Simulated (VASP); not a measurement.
# Sn8O7 (a cell with a defect) in VASP: relaxation of the atoms with PBE

Aim: the relaxation of the atoms of Sn8O7 (a cell with a defect) with PBE.

Program: VASP 6.6.1. These are calculated values, not measurements. Logs are shortened: lines on timing, memory, paths and dates and some standing lists are left out, and cuts for length are marked.

### 1 The structure

The cell holds a defect, 15 atoms: a = 7.433 Å, b = 7.433 Å, c = 7.433 Å, α = 94.74°, β = 117.30°, γ = 117.30°.

### 2 Relaxation of the atoms, PBE, collinear spin, ferromagnetic start

INCAR reads:

```
PREC     = Normal         # precision mode
ENCUT    = 450            # plane-wave cutoff, eV
EDIFF    = 1E-6           # SCF threshold, eV
ISMEAR   = 0              # smearing method
SIGMA    = 0.02           # smearing width, eV
LREAL    = Auto         
LASPH    = T              # aspherical terms in the spheres
NELM     = 150            # most SCF steps
ALGO     = Normal         # electronic algorithm
ISIF     = 2              # what is computed and relaxed
LWAVE    = F              # write WAVECAR
LCHARG   = F              # write CHGCAR
ISPIN    = 2              # spin polarisation
MAGMOM   = 0.25 0 0 0.25 0 0.25 0 0.25 0 0 0 0 0 0 0 # initial moments
LORBIT   = 11             # projections on sites
GGA      = PE             # functional
IBRION   = 2              # ionic algorithm
NSW      = 70             # ionic steps
EDIFFG   = -0.025         # ionic threshold
AMIX     = 0.2          
BMIX     = 1E-4         
AMIX_MAG = 0.8          
BMIX_MAG = 1E-4         
ICORELEVEL= 1            
NELECT   = 153.0        
ISYM     = 0            
KPAR     = 4
```

KPOINTS reads:

```
Automatic mesh
0
Monkhorst-Pack
  4 4 4
```

POSCAR reads:

```
Sn8O7
1.0
    3.8672150000      3.8672150000     -5.0343680000
   -3.8672150000      3.8672150000      5.0343680000
    3.8672150000     -3.8672150000      5.0343680000
Sn O
8 7
Direct
    0.2285819400      0.1091976300      0.3458023300
    0.2500000000      0.6154760000      0.8654760000
    0.7500000000      0.6154760000      0.3654760000
    0.7623505900      0.1142567400      0.8800676800
    0.2500000000      0.6345240000      0.3845240000
    0.2567457000      0.1338852900      0.8895529700
    0.7500000000      0.1345240000      0.3845240000
    0.7511925700      0.6385356700      0.8846089400
    0.0000000000      0.5000000000      0.5000000000
    0.5000000000      0.5000000000      0.0000000000
    0.5000000000      0.0000000000      0.5000000000
    0.5000000000      0.2500000000      0.2500000000
    0.5000000000      0.7500000000      0.7500000000
    0.0000000000      0.7500000000      0.2500000000
    0.0000000000      0.2500000000      0.7500000000
```

Potentials or basis: VASP PAW PBE potentials, release 64 (Sn_d, O).

Launch:

```console
> cat potpaw_PBE.64/Sn_d/POTCAR potpaw_PBE.64/O/POTCAR > POTCAR
> mpirun -np 4 vasp_std > vasp.out
```

OUTCAR:

```text
PREC = Normal
   ENCUT = 450
   EDIFF = 1E-6
   ISMEAR = 0
   LREAL = Auto
   LASPH = T
   NELM = 150
   ISIF = 2
   ISPIN = 2
   LORBIT = 11
   GGA = PE
   IBRION = 2
   NSW = 70
   EDIFFG = -0.025
   AMIX = 0.2
   AMIX_MAG = 0.8
   NELECT = 153.0
   ISYM = 0

 ion  position               nearest neighbor table
   1  0.229  0.109  0.346-  14 2.22  12 2.28  11 2.36   8 3.47   6 3.51   4 3.62   5 3.63   7 3.67

   2  0.250  0.615  0.865-   9 2.26  10 2.26  13 2.26  15 2.26   8 3.59   5 3.59   7 3.59   6 3.62

   3  0.750  0.615  0.365-   9 2.26  10 2.26  14 2.26  12 2.26   6 3.57   5 3.59   7 3.59   8 3.60

   4  0.762  0.114  0.880-  13 2.25  15 2.27  11 2.35   8 3.50   6 3.58   1 3.62   5 3.65   7 3.66

   5  0.250  0.635  0.385-   9 2.26  13 2.26  14 2.26  11 2.26   3 3.59   2 3.59   1 3.63   4 3.65

   6  0.257  0.134  0.890-  12 2.22  10 2.26  15 2.30   1 3.51   3 3.57   4 3.58   2 3.62
   7  0.750  0.135  0.385-  11 2.26  12 2.26  15 2.26   9 2.26   2 3.59   3 3.59   4 3.66   1 3.67

   8  0.751  0.639  0.885-  13 2.24  14 2.26  10 2.27   1 3.47   4 3.50   2 3.59   3 3.60
   9  0.000  0.500  0.500-   2 2.26   3 2.26   5 2.26   7 2.26
  10  0.500  0.500  0.000-   2 2.26   3 2.26   6 2.26   8 2.27
  11  0.500  0.000  0.500-   7 2.26   5 2.26   4 2.35   1 2.36
  12  0.500  0.250  0.250-   6 2.22   7 2.26   3 2.26   1 2.28
  13  0.500  0.750  0.750-   8 2.24   4 2.25   5 2.26   2 2.26
  14  0.000  0.750  0.250-   1 2.22   3 2.26   5 2.26   8 2.26
  15  0.000  0.250  0.750-   7 2.26   2 2.26   4 2.27   6 2.30

IMPORTANT INFORMATION: All symmetrisations will be switched off!
NOSYMM: (Re-)initialisation of all symmetry stuff for point group C_1.

----------------------------------------------------------------------------------------

                                     Primitive cell

  volume of cell :     301.1630

  direct lattice vectors                    reciprocal lattice vectors
     3.867215000  3.867215000 -5.034368000     0.129292010  0.129292010  0.000000000
    -3.867215000  3.867215000  5.034368000     0.000000000  0.129292010  0.099317332
     3.867215000 -3.867215000  5.034368000     0.129292010  0.000000000  0.099317332

  length of vectors
     7.433408698  7.433408698  7.433408698     0.182846514  0.163034832  0.163034832

  position of ions in fractional coordinates (direct lattice)
     0.228581940  0.109197630  0.345802330
     0.250000000  0.615476000  0.865476000
     0.750000000  0.615476000  0.365476000
     0.762350590  0.114256740  0.880067680
     0.250000000  0.634524000  0.384524000
     0.256745700  0.133885290  0.889552970
     0.750000000  0.134524000  0.384524000
     0.751192570  0.638535670  0.884608940
     0.000000000  0.500000000  0.500000000
     0.500000000  0.500000000  0.000000000
     0.500000000  0.000000000  0.500000000
     0.500000000  0.250000000  0.250000000
     0.500000000  0.750000000  0.750000000
     0.000000000  0.750000000  0.250000000
     0.000000000  0.250000000  0.750000000

  ion indices of the primitive-cell ions
[... 400 lines left out ...]
       3d   -462.6211  4s   -123.2859  4p    -79.0672
   3-  1s -28996.7018  2s  -4368.1316  2p  -3919.7583  3s   -834.3611  3p   -687.9090
       3d   -462.6186  4s   -123.2835  4p    -79.0649
   4-  1s -28996.7863  2s  -4368.2229  2p  -3919.8485  3s   -834.4577  3p   -688.0055
       3d   -462.7149  4s   -123.3862  4p    -79.1676
   5-  1s -28996.7067  2s  -4368.1364  2p  -3919.7631  3s   -834.3657  3p   -687.9136
       3d   -462.6232  4s   -123.2878  4p    -79.0690
   6-  1s -28996.7884  2s  -4368.2248  2p  -3919.8503  3s   -834.4589  3p   -688.0067
       3d   -462.7162  4s   -123.3863  4p    -79.1676
   7-  1s -28996.7073  2s  -4368.1371  2p  -3919.7638  3s   -834.3665  3p   -687.9144
       3d   -462.6239  4s   -123.2887  4p    -79.0700
   8-  1s -28996.7891  2s  -4368.2254  2p  -3919.8510  3s   -834.4587  3p   -688.0066
       3d   -462.7161  4s   -123.3848  4p    -79.1660
   9-  1s   -500.3708
  10-  1s   -500.3805
  11-  1s   -500.3882
  12-  1s   -500.4116
  13-  1s   -500.4126
  14-  1s   -500.4070
  15-  1s   -500.4159

 E-fermi :   6.4151     XC(G=0):  -9.6740

 val. band max:        6.4148508282   @ k =  -0.3750   0.3750   0.3750
 cond. band min:       6.4152866642   @ k =   0.1250   0.3750   0.1250
 fundamental gap:      0.0004358360
 Fermi energy:         6.4151050732

 spin component 1

 k-point     1 :       0.1250    0.1250    0.1250
  band No.  band energies     occupation
      1     -15.7400      1.00000
      2     -15.7097      1.00000
      3     -15.6862      1.00000
      4     -15.6264      1.00000
      5     -15.5885      1.00000
      6     -15.5697      1.00000
[... 256 lines left out ...]
     73       4.2212      1.00000
     74       4.4130      1.00000

 Fermi energy:         6.4151050732

 spin component 2

 k-point     1 :       0.1250    0.1250    0.1250
  band No.  band energies     occupation
      1     -15.7372      1.00000
      2     -15.7068      1.00000
      3     -15.6824      1.00000
      4     -15.6229      1.00000
      5     -15.5846      1.00000
      6     -15.5661      1.00000
[... 2173 lines left out ...]
     87      10.5883      0.00000
     88      10.6115      0.00000

 [... further k-points ...]

 [bands above 88 left out]

------------------------ aborting loop because EDIFF is reached ----------------------------------------

  FORCE on cell =-STRESS in cart. coord.  units (eV):
  Direction    XX          YY          ZZ          XY          YZ          ZX
  --------------------------------------------------------------------------------------
  -------------------------------------------------------------------------------------
  Total      -13.8181539    -13.7736320    -11.0944813     -0.0166099     -0.0514240     -0.0562817
  in kB      -73.5121326    -73.2752775    -59.0222825     -0.0883643     -0.2735741     -0.2994169
  external PRESSURE =     -68.6032309 kB  Pullay stress =       0.0000000 kB
[... 30 lines left out ...]
  FREE ENERGIE OF THE ION-ELECTRON SYSTEM (eV)
  ---------------------------------------------------
  free  energy   TOTEN  =       -88.5542707357 eV

  energy  without entropy=      -88.5533721291  energy(sigma->0) =      -88.55382143

 reached required accuracy - stopping structural energy minimisation

 total charge

# of ion       s       p       d       tot
------------------------------------------
    1        1.259   0.751  10.043  12.053
    2        1.293   0.679  10.037  12.009
    3        1.293   0.678  10.037  12.009
    4        1.257   0.754  10.045  12.057
    5        1.293   0.678  10.037  12.008
    6        1.257   0.753  10.044  12.055
    7        1.293   0.678  10.037  12.009
    8        1.258   0.751  10.043  12.052
    9        1.588   3.382   0.000   4.970
   10        1.586   3.419   0.000   5.005
   11        1.586   3.421   0.000   5.007
   12        1.589   3.387   0.000   4.976
   13        1.589   3.387   0.000   4.976
   14        1.589   3.387   0.000   4.976
   15        1.589   3.387   0.000   4.976
--------------------------------------------------
tot         21.319  29.492  80.325 131.136

 magnetization (x)

# of ion       s       p       d       tot
------------------------------------------
    1       -0.000   0.019   0.002   0.020
    2        0.000   0.001   0.000   0.001
    3        0.000   0.001   0.000   0.002
    4        0.000   0.015   0.001   0.017
    5        0.000   0.001   0.000   0.002
    6        0.000   0.016   0.002   0.018
    7        0.000   0.001   0.000   0.001
    8       -0.000   0.019   0.002   0.020
    9        0.000   0.003   0.000   0.003
   10        0.000   0.002   0.000   0.002
   11        0.000   0.002   0.000   0.002
   12        0.001   0.008   0.000   0.009
   13        0.001   0.008   0.000   0.009
   14        0.001   0.009   0.000   0.010
   15        0.001   0.007   0.000   0.008
--------------------------------------------------
tot          0.005   0.113   0.007   0.125
```

OSZICAR:

```text
N       E                     dE             d eps       ncg     rms          rms(c)
DAV:   1     0.222473837205E+04    0.22247E+04   -0.63704E+04 12728   0.230E+03
DAV:   2     0.429605400290E+03   -0.17951E+04   -0.17377E+04 11888   0.708E+02
DAV:   3    -0.395513946820E+02   -0.46916E+03   -0.44776E+03 12996   0.270E+02
[... 221 lines left out ...]
       N       E                     dE             d eps       ncg     rms          rms(c)
DAV:   1    -0.885539005836E+02    0.27727E-03   -0.12466E-01 12052   0.129E+00    0.691E-02
DAV:   2    -0.885542743180E+02   -0.37373E-03   -0.38722E-03 16512   0.285E-01    0.226E-02
DAV:   3    -0.885542748068E+02   -0.48872E-06   -0.64143E-05 15432   0.481E-02    0.189E-02
DAV:   4    -0.885542703749E+02    0.44318E-05   -0.18995E-05 12672   0.258E-02    0.881E-03
DAV:   5    -0.885542707357E+02   -0.36075E-06   -0.84322E-06 11936   0.162E-02
  22 F= -.88554271E+02 E0= -.88553821E+02  d E =-.423617E-03  mag=     0.2809
```

Wall time 34 min (4 MPI ranks of Intel Xeon 6975P-C (Granite Rapids), shared host); peak memory 0.92 GiB.

What came out:

* Free energy: -88.5543 eV
* Energy gained by relaxing: 30.0 meV/atom
* Ionic steps: 22
* Largest force after relaxing: 0.021 eV/Å
* Net moment: 0.28 μB per cell
* Valence electrons inside the program's atomic spheres: Sn 12.05, 12.01, 12.06; O 4.97, 5.00, 5.01, 4.98

Forces on the atoms (eV/Å):
```
Sn  -0.004 -0.002 -0.008
Sn   0.008  0.003  0.000
Sn  -0.002 -0.003 -0.005
Sn   0.005 -0.002 -0.005
Sn  -0.006 -0.009  0.006
Sn   0.000  0.014  0.003
Sn   0.004  0.008  0.007
Sn  -0.002 -0.011 -0.002
O    0.000  0.000  0.008
O   -0.003 -0.001  0.005
O    0.002  0.002  0.009
O   -0.016 -0.009 -0.010
O    0.011  0.011 -0.002
O   -0.013  0.012 -0.005
O    0.014 -0.015  0.000
```

The path:
```
step  energy change (eV)  largest force (eV/Å)  pressure (GPa)
   1              0.0000                1.0546           -6.92
   2             -0.1987                0.7854           -6.31
   3             -0.3196                0.5310           -5.63
   4             -0.3236                0.6275           -5.45
   5             -0.3943                0.4018           -6.07
   6             -0.4112                0.2504           -6.56
   7             -0.4114                0.2580           -6.51
   8             -0.4262                0.1327           -6.65
   9             -0.4277                0.1160           -6.70
  10             -0.4333                0.1195           -6.59
  11             -0.4347                0.1415           -6.51
  12             -0.4405                0.1089           -6.63
  13             -0.4434                0.1117           -6.81
  14             -0.4468                0.0575           -6.76
  15             -0.4472                0.1066           -6.72
  16             -0.4474                0.0845           -6.74
  17             -0.4491                0.0403           -6.75
  18             -0.4492                0.0463           -6.75
  19             -0.4492                0.0460           -6.76
  20             -0.4492                0.0466           -6.76
  21             -0.4496                0.0329           -6.91
  22             -0.4497                0.0208           -6.86
```

Final structure:
```
Sn O
1.0
     3.86721    3.86721   -5.03437
    -3.86721    3.86721    5.03437
     3.86721   -3.86721    5.03437
Sn O
8 7
Direct
  0.25450 0.12319 0.37757
  0.25543 0.61238 0.86862
  0.74424 0.61195 0.35697
  0.74437 0.12423 0.86831
  0.25619 0.64269 0.38755
  0.25411 0.13068 0.87602
  0.74403 0.13050 0.38687
  0.74623 0.62345 0.87704
  0.00018 0.49883 0.50043
  0.49964 0.48348 0.98301
  0.49986 0.01597 0.51551
  0.47637 0.23725 0.23726
  0.52415 0.76339 0.76282
  0.00004 0.76086 0.23920
  0.99953 0.23702 0.76286
```

Levels at points of the mesh, in eV from the Fermi level:
Spin up:
```
           k point  band 73  band 74  band 75  band 76  band 77  band 78  band 79  band 80  band 81  band 82
(0.12, 0.12, 0.12)    -2.19    -1.99    -1.88    -0.94    -0.34     0.62     0.93     1.20     1.77     2.04
```
Spin down:
| k point | band 72 | band 73 | band 74 | band 75 | band 76 | band 77 | band 78 | band 79 | band 80 | band 81 |
| --- | --- | --- | --- | --- | --- | --- | --- | --- | --- | --- |
| (0.12, 0.12, 0.12) | -2.57 | -2.18 | -1.97 | -1.87 | -0.93 | -0.22 | 0.66 | 0.97 | 1.23 | 1.79 |

Core levels (eV, on the scale of the bands):
| atom | levels |
| --- | --- |
| 1 Sn | 1s -28996.8, 2s -4368.2, 2p -3919.9, 3s -834.5, 3p -688.0, 3d -462.7, 4s -123.4, 4p -79.2 |
| 2 Sn | 1s -28996.7, 2s -4368.1, 2p -3919.8, 3s -834.4, 3p -687.9, 3d -462.6, 4s -123.3, 4p -79.1 |
| 3 Sn | 1s -28996.7, 2s -4368.1, 2p -3919.8, 3s -834.4, 3p -687.9, 3d -462.6, 4s -123.3, 4p -79.1 |
| 4 Sn | 1s -28996.8, 2s -4368.2, 2p -3919.8, 3s -834.5, 3p -688.0, 3d -462.7, 4s -123.4, 4p -79.2 |
| 5 Sn | 1s -28996.7, 2s -4368.1, 2p -3919.8, 3s -834.4, 3p -687.9, 3d -462.6, 4s -123.3, 4p -79.1 |
| 6 Sn | 1s -28996.8, 2s -4368.2, 2p -3919.9, 3s -834.5, 3p -688.0, 3d -462.7, 4s -123.4, 4p -79.2 |

Caveat: the cell is charged against a uniform background, so pressure and absolute levels hang on convention; the cutoff is under 1.25 times the usual one of these potentials, so pressure, stress and relaxed cells hold a basis-set (Pulay) error.
